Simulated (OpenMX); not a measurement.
## TePb: equation of state with PBE

The system is TePb.

```
Pb Te
1.0
     0.00000    3.23100    3.23100
     3.23100    0.00000    3.23100
     3.23100    3.23100    0.00000
Pb Te
1 1
Cartesian
  0.0000 0.0000 0.0000
  3.2310 3.2310 3.2310
```

```
Program                           : OpenMX 3.8.5
Task                              : equation of state
Functional                        : PBE
Potentials or basis               : OpenMX 2013 PBE set, Pb8.0-s3p2d2f1, Te7.0-s3p2d2f1, fixed grid of 36 × 36 × 36 points
k mesh                            : 7 × 7 × 7
Occupations                       : fermi-dirac, width 0.05 eV
Spin                              : no spin polarisation
Mixing scheme                     : rmm-diisk
SCF threshold                     : 1e-08 Ha
Solver                            : band
Grid points, held for all volumes : 36 × 36 × 36
```

```yaml
Equilibrium_volume: "36.24 Å³/atom (rough: see the caveat)"
Bulk_modulus: 36 GPa (rough)
```

Energy against volume, from the lowest point:
```
volume (Å³/atom)  energy (meV/atom)
          31.706              80.98
          32.380              56.19
          33.055              36.34
          33.730              21.35
          34.404              10.77
          35.079               3.63
          35.753               0.00
```

Caveat: the minimum lies outside the volumes run; the real-space grid is coarse for these elements, which adds noise of up to some 20 meV/atom to energies and shifts forces, pressures and volumes; volumes in these bases differ from converged ones by about 1 %, for some elements by several; the basis of atomic orbitals isn't converged, which shifts pressures, moduli and gaps. The run has no spin-orbit coupling, so splittings on Pb, Te are missing.
